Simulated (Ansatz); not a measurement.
Method: DFT PBE, scalar-relativistic, plane waves, PAW (Ansatz 0.2.0). Settings: cutoff 420 eV, Γ-centred meshes spaced at most about 0.3 Å⁻¹, and about 0.25 Å⁻¹ or finer for metals (2π included), Gaussian smearing. No spin polarisation in the final relaxations.

Temperature and zero-point effects are left out.

Compare these two cells of Sb, each relaxed at this level.

A.

```
CELL_PARAMETERS angstrom
3.08452 0.00000 0.00000
0.00000 4.32717 0.00000
0.00000 0.00000 7.40461
ATOMIC_POSITIONS crystal
Sb 0.50000 0.50000 0.79408
Sb 0.50000 0.50000 0.20592
Sb 0.50000 0.00000 0.50000
```

B.

```
CELL_PARAMETERS angstrom
8.44820 0.00000 0.00000
0.00000 8.44820 0.00000
0.00000 0.00000 4.26847
ATOMIC_POSITIONS crystal
Sb 0.12271 0.12271 0.50000
Sb 0.71004 0.71004 0.50000
Sb 0.28996 0.28996 0.00000
Sb 0.21004 0.78996 0.75000
Sb 0.37729 0.62271 0.25000
Sb 0.87729 0.87729 0.00000
Sb 0.78996 0.21004 0.25000
Sb 0.62271 0.37729 0.75000
```

Task: Which is lower in energy, and by how much?

Result: A is lower, by 141 meV/atom. A has space group Pmmm (No. 47), 32.9 Å³/atom and no gap on its mesh; B has space group P4_32_12 (No. 96), 38.1 Å³/atom and no gap. Counting all near atoms (those within 1.25 times the shortest such distance or 1.15 times the sum of covalent radii; a plus sign parts nearer from farther groups; a slash parts the counts of unlike sites), A has Sb 5/6 and B has Sb 4/4+2. The denser one is the lower, and pressure would at first widen the difference. In A, Sb on a site of symmetry mm2 is surrounded by 5 Sb at 3.05–3.08 Å; around Sb on a site of symmetry mmm lie 6 Sb at 3.07–3.08 Å. In B, Sb on its first site is surrounded by 4 Sb at 2.92–3.10 Å and 2 Sb at 3.63 Å; around Sb on its second site lie 4 Sb at 2.92–3.10 Å. Both come from invented guesses. A third cell relaxed alike, in P-3m1, lies 99 meV/atom below the lower of the two. The part of the Crystallography Open Database at hand lists Sb in space groups No. 139, 166, 194, 221, 225 and others; no cell shown has one of them.

These runs have no spin–orbit coupling, which can matter for Sb. Cells relaxed within their symmetry can be saddle points; a later kick test found a lower structure for Sb Pmmm.
